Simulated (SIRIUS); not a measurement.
The system is Si.

```
CELL_PARAMETERS angstrom
3.90575 0.00000 0.00000
-1.95287 3.38248 0.00000
0.00000 0.00000 4.11666
ATOMIC_POSITIONS crystal
Si 0.00000 0.50000 0.33333
Si 0.50000 0.50000 0.66667
Si 0.50000 0.00000 0.00000
```

The cell was built by a generator and needn't be a form met in nature.

| Property | Result |
| --- | --- |
| Program | SIRIUS 7.10.0 |
| Task | relaxation of cell and atoms |
| Functional | revPBE |
| Dispersion | D4 |
| Potentials or basis | PseudoDojo 0.4.1 PBE standard (scalar relativistic) |
| Cutoff | 490 eV |
| Density cutoff | 1959 eV |
| k mesh | 6 × 6 × 5 |
| Occupations | fermi-dirac, width 0.05 eV |
| Spin | no spin polarisation |

At the start: pressure -5.2 GPa; volume 18.13 Å³/atom.

How do energy, volume and symmetry change on relaxing?

Over 5 steps the energy falls by 16.8 meV/atom and the volume is 17.14 Å³/atom (-5.5 %); space group P6_422 (No. 181, to 0.05 Å).

The path:
| step | energy change (eV) | largest force (eV/Å) | pressure (GPa) | volume (Å³) |
| --- | --- | --- | --- | --- |
| 1 | 0.0000 | 0.0002 | -5.17 | 54.39 |
| 2 | -0.0136 | 0.0002 | -4.50 | 53.93 |
| 3 | -0.0500 | 0.0003 | 0.54 | 51.16 |
| 4 | -0.0504 | 0.0002 | -0.04 | 51.43 |
| 5 | -0.0504 | 0.0001 | -0.01 | 51.42 |

Final structure:
```xyz
3
Lattice="3.8326 0.0000 0.0000 -1.9163 3.3192 0.0000 0.0000 0.0000 4.0418" Properties=species:S:1:pos:R:3 pbc="T T T"
Si   -0.9582    1.6596    1.3473
Si    0.9582    1.6596    2.6945
Si    1.9163    0.0000    0.0000
```

Caveat: the potentials were made for another functional, which shifts forces and pressure.
